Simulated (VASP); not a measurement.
InP (strained zincblende): a PBE single-point calculation in VASP

INCAR

```
NSW = 0
NBANDS = 16
LASPH = .TRUE.
IBRION = -1
ENCUT = 520
LWAVE = .FALSE.
LCHARG = .FALSE.
ISMEAR = -1
ISIF = 2
EDIFF = 1E-7
SIGMA = 0.02
GGA = PE
NELM = 120
LREAL = .FALSE.
PREC = Accurate
```

KPOINTS

```
KPOINTS created by Atomic Simulation Environment
0
Gamma
8 8 8
0 0 0
```

KPOINTS_OPT

```
special points
6
Reciprocal
0.0000000000 0.0000000000 0.0000000000 1
-0.5000000000 -0.5000000000 0.0000000000 1
-0.3750000000 -0.3750000000 0.2500000000 1
-0.3750000000 0.0000000000 0.3750000000 1
0.0000000000 0.0000000000 0.5000000000 1
-0.5000000000 -0.2500000000 0.2500000000 1
```

POSCAR

```
In P
 1.0000000000000000
     0.0000000000000000    2.9537876347999998    2.9242497584999998
     2.9537876347999998    0.0000000000000000    2.9242497584999998
     2.9537876347999998    2.9537876347999998    0.0000000000000000
 In  P
   1   1
Cartesian
  0.0000000000000000  0.0000000000000000  0.0000000000000000
  1.4768938173999999  1.4768938173999999  1.4621248792500001
```

VASP ran with the recommended PBE PAW datasets (18 valence electrons in the cell).

Command

```
mpirun -np 1 vasp_std
```

OSZICAR

```
N       E                     dE             d eps       ncg     rms          rms(c)
DAV:   1     0.112781213607E+03    0.11278E+03   -0.83305E+03  1904   0.125E+03
DAV:   2    -0.127416846740E+01   -0.11406E+03   -0.10907E+03  2104   0.298E+02
DAV:   3    -0.860635335426E+01   -0.73322E+01   -0.72995E+01  2472   0.745E+01
DAV:   4    -0.879953993713E+01   -0.19319E+00   -0.19313E+00  2432   0.132E+01
DAV:   5    -0.880904499940E+01   -0.95051E-02   -0.95049E-02  2768   0.251E+00    0.557E+00
DAV:   6    -0.841926660251E+01    0.38978E+00   -0.62247E-01  3064   0.127E+01    0.334E+00
DAV:   7    -0.839128787933E+01    0.27979E-01   -0.15740E-01  2680   0.311E+00    0.125E+00
DAV:   8    -0.839173793614E+01   -0.45006E-03   -0.15116E-02  2376   0.144E+00    0.310E-01
DAV:   9    -0.839236242238E+01   -0.62449E-03   -0.12802E-03  2440   0.384E-01    0.151E-01
DAV:  10    -0.839251159585E+01   -0.14917E-03   -0.23645E-04  2896   0.199E-01    0.986E-02
DAV:  11    -0.839258851972E+01   -0.76924E-04   -0.11956E-04  2344   0.939E-02    0.432E-02
DAV:  12    -0.839258796050E+01    0.55922E-06   -0.75740E-06  2168   0.269E-02    0.118E-02
DAV:  13    -0.839258835738E+01   -0.39688E-06   -0.14929E-06  2464   0.593E-03    0.926E-03
DAV:  14    -0.839258852265E+01   -0.16526E-06   -0.21000E-07  2408   0.457E-03    0.176E-03
DAV:  15    -0.839258854538E+01   -0.22738E-07   -0.10317E-08  1744   0.806E-04
   1 F= -.83925885E+01 E0= -.83925885E+01  d E =-.735427E-09
       N       E                     dE             ncg
DAV:   1     0.182285516862E+04   -0.30344E+04      192
DAV:   2     0.117199822024E+04   -0.65086E+03      208
DAV:   3     0.112696283328E+04   -0.45035E+02      264
DAV:   4     0.112583795875E+04   -0.11249E+01      256
DAV:   5     0.112577832325E+04   -0.59635E-01      288
DAV:   6     0.112577767490E+04   -0.64836E-03      264
DAV:   7     0.112577764144E+04   -0.33459E-04      304
DAV:   8     0.112577764113E+04   -0.30404E-06      240
DAV:   9     0.112577764113E+04   -0.67662E-08      200
```

From OUTCAR

```
k-points           NKPTS =     59   k-points in BZ     NKDIM =     59   number of bands    NBANDS=     16

   NELECT =      18.0000    total number of electrons

   dimension x,y,z NGX =    32 NGY =   32 NGZ =   32
   dimension x,y,z NGXF=    64 NGYF=   64 NGZF=   64

  energy-cutoff  :      520.00
  volume of cell :       51.03
      direct lattice vectors                 reciprocal lattice vectors
     0.000000000  2.953787635  2.924249758    -0.169274187  0.169274187  0.170984027
     2.953787635  0.000000000  2.924249758     0.169274187 -0.169274187  0.170984027
     2.953787635  2.953787635  0.000000000     0.169274187  0.169274187 -0.170984027

 k-points in reciprocal lattice and weights: KPOINTS created by Atomic Simulation Env
   0.00000000  0.00000000  0.00000000       0.002
   0.12500000 -0.00000000  0.00000000       0.016
   0.25000000 -0.00000000  0.00000000       0.016
   0.37500000 -0.00000000  0.00000000       0.016
   0.50000000 -0.00000000  0.00000000       0.008
   0.12500000  0.12500000  0.00000000       0.004
   0.25000000  0.12500000  0.00000000       0.016
   0.37500000  0.12500000  0.00000000       0.016
   ...

 E-fermi :   5.3758

 k-point     1 :       0.0000    0.0000    0.0000
  band No.  band energies     occupation
      1      -9.1205      2.00000
      2      -9.1205      2.00000
      3      -9.1162      2.00000
      4      -8.9745      2.00000
      5      -8.9732      2.00000
      6      -6.3834      2.00000
      7       5.0252      2.00000
      8       5.0252      2.00000
      9       5.0713      2.00000
     10       5.6774      0.00000
     11       9.1228      0.00000
     12       9.1385      0.00000
     13       9.1385      0.00000
     14      13.5573      0.00000
     15      14.3916      0.00000
     16      14.5428      0.00000

 k-point     2 :       0.1250   -0.0000    0.0000
  band No.  band energies     occupation
      1      -9.1370      2.00000
      2      -9.1134      2.00000
      3      -9.1104      2.00000
      4      -8.9746      2.00000
      5      -8.9729      2.00000
      6      -6.2089      2.00000
      7       3.5000      2.00000
      8       4.8406      2.00000
      9       4.8775      2.00000
     10       6.6405      0.00000
     11       9.2688      0.00000
     12       9.4078      0.00000
     13       9.4085      0.00000
     14      13.7821      0.00000
     15      13.8892      0.00000
     16      14.3383      0.00000

 k-point     3 :       0.2500   -0.0000    0.0000
  band No.  band energies     occupation
      1      -9.1779      2.00000
      2      -9.0981      2.00000
      3      -9.0954      2.00000
      4      -8.9726      2.00000
      5      -8.9700      2.00000
      6      -5.7216      2.00000
      7       1.6276      2.00000
      8       4.4712      2.00000
      9       4.5204      2.00000
     10       6.7965      0.00000
     11       9.8115      0.00000
     12       9.8347      0.00000
     13      10.3268      0.00000
     14      13.5961      0.00000
     15      13.6329      0.00000
     16      14.1597      0.00000

 k-point     4 :       0.3750   -0.0000    0.0000
  band No.  band energies     occupation
      1      -9.2164      2.00000
      2      -9.0867      2.00000
      3      -9.0841      2.00000
      4      -8.9667      2.00000
      5      -8.9630      2.00000
      6      -5.0718      2.00000
      7       0.0669      2.00000
      8       4.1692      2.00000
      9       4.2291      2.00000
     10       6.5967      0.00000
     11       9.8659      0.00000
     12       9.9259      0.00000
     13      11.6618      0.00000
     14      13.9387      0.00000
     15      14.5254      0.00000
     16      14.5486      0.00000

 k-point     5 :       0.5000   -0.0000    0.0000
  band No.  band energies     occupation
      1      -9.2318      2.00000
      2      -9.0832      2.00000
      3      -9.0806      2.00000
      4      -8.9629      2.00000
      5      -8.9588      2.00000
      6      -4.7040      2.00000
      7      -0.6160      2.00000
      8       4.0574      2.00000
      9       4.1215      2.00000
     10       6.5062      0.00000
     11       9.8167      0.00000
     12       9.8861      0.00000
     13      12.1160      0.00000
     14      14.4554      0.00000
     15      15.6171      0.00000
     16      15.6844      0.00000

 k-point     6 :       0.1250    0.1250    0.0000
  band No.  band energies     occupation
      1      -9.1477      2.00000
      2      -9.1063      2.00000
      3      -9.1063      2.00000
      4      -8.9806      2.00000
      5      -8.9680      2.00000
      6      -6.1485      2.00000
      7       3.5098      2.00000
      8       4.5181      2.00000
      9       4.5181      2.00000
     10       7.1759      0.00000
     11       8.4785      0.00000
     12       9.8535      0.00000
     13       9.8535      0.00000
     14      12.9286      0.00000
     15      14.5376      0.00000
     16      14.7676      0.00000

 k-point     7 :       0.2500    0.1250    0.0000
  band No.  band energies     occupation
      1      -9.1822      2.00000
      2      -9.0924      2.00000
      3      -9.0902      2.00000
      4      -8.9849      2.00000
      5      -8.9629      2.00000
      6      -5.7628      2.00000
      7       2.0937      2.00000
      8       4.1018      2.00000
      9       4.1442      2.00000
     10       7.6013      0.00000
     11       8.5806      0.00000
     12      10.4134      0.00000
     13      10.4384      0.00000
     14      12.6163      0.00000
     15      14.4536      0.00000
     16      15.3918      0.00000

 k-point     8 :       0.3750    0.1250    0.0000
  band No.  band energies     occupation
      1      -9.2167      2.00000
      2      -9.0816      2.00000
      3      -9.0771      2.00000
      4      -8.9821      2.00000
      5      -8.9575      2.00000
      6      -5.1518      2.00000
      7       0.5296      2.00000
      8       3.6750      2.00000
      9       3.8324      2.00000
     10       7.4414      0.00000
     11       9.3244      0.00000
     12      10.5534      0.00000
     13      10.8315      0.00000
     14      13.6418      0.00000
     15      15.0336      0.00000
     16      15.0960      0.00000

 k-point     9 :       0.5000    0.1250    0.0000
  band No.  band energies     occupation
      1      -9.2354      2.00000
      2      -9.0771      2.00000
      3      -9.0729      2.00000
      4      -8.9729      2.00000
      5      -8.9571      2.00000
      6      -4.6352      2.00000
      7      -0.4620      2.00000
      8       3.3139      2.00000
      9       3.8071      2.00000
     10       7.3179      0.00000
     11       9.4882      0.00000
     12      10.3435      0.00000
     13      11.9825      0.00000
     14      14.2535      0.00000
     15      15.6575      0.00000
     16      15.7022      0.00000

 k-point    10 :      -0.3750    0.1250    0.0000
  band No.  band energies     occupation
      1      -9.2292      2.00000
      2      -9.0775      2.00000
      3      -9.0766      2.00000
      4      -8.9666      2.00000
      5      -8.9655      2.00000
      6      -4.7697      2.00000
      7      -0.2280      2.00000
      8       3.1944      2.00000
      9       4.0289      2.00000
     10       7.3564      0.00000
     11       9.6499      0.00000
     12      10.1635      0.00000
     13      11.8553      0.00000
     14      14.1956      0.00000
     15      14.6679      0.00000
     16      15.9386      0.00000

 k-point    11 :      -0.2500    0.1250    0.0000
  band No.  band energies     occupation
      1      -9.2011      2.00000
      2      -9.0887      2.00000
      3      -9.0830      2.00000
      4      -8.9749      2.00000
      5      -8.9669      2.00000
      6      -5.3800      2.00000
      7       1.0205      2.00000
      8       3.3917      2.00000
      9       4.4185      2.00000
     10       7.4979      0.00000
     11       9.8263      0.00000
     12       9.9599      0.00000
     13      10.5396      0.00000
     14      13.0114      0.00000
     15      14.6666      0.00000
     16      15.4020      0.00000

 k-point    12 :      -0.1250    0.1250    0.0000
  band No.  band energies     occupation
      1      -9.1644      2.00000
      2      -9.1052      2.00000
      3      -9.0950      2.00000
      4      -8.9766      2.00000
      5      -8.9701      2.00000
      6      -5.9320      2.00000
      7       2.5027      2.00000
      8       4.0153      2.00000
      9       4.7855      2.00000
     10       7.3135      0.00000
     11       9.2267      0.00000
     12       9.5486      0.00000
     13      10.1685      0.00000
     14      12.9597      0.00000
     15      13.9109      0.00000
     16      15.3352      0.00000

 ...

  Total        0.6872858      0.6872858      0.8135192      0.0000000      0.0000000     -0.0000000
  in kB       21.5796769     21.5796769     25.5432056      0.0000000      0.0000000     -0.0000000
  external PRESSURE =      22.9008531 kB  Pullay stress =       0.0000000 kB

 POSITION                                       TOTAL-FORCE (eV/Angst)
 -----------------------------------------------------------------------------------
      0.00000      0.00000      0.00000        -0.000000     -0.000000      0.000000
      1.47689      1.47689      1.46212         0.000000      0.000000     -0.000000
 -----------------------------------------------------------------------------------
    total drift:                               -0.000000     -0.000000     -0.000000

  FREE ENERGIE OF THE ION-ELECTRON SYSTEM (eV)
  ---------------------------------------------------
  free  energy   TOTEN  =        -8.3925885454 eV

  energy  without entropy=       -8.3925885446  energy(sigma->0) =       -8.39258855
```

```yaml
gap_between_bands_v_and_c: 0.61 eV
least_direct_gap: 0.61 eV
pressure: 2.3 GPa
```

Band v is the last that the valence electrons fill when counted band by band, and c is the next.

The run took about 43 s on one core of a shared host (Intel Xeon Platinum 8488C) and held 0.21 GiB at most.
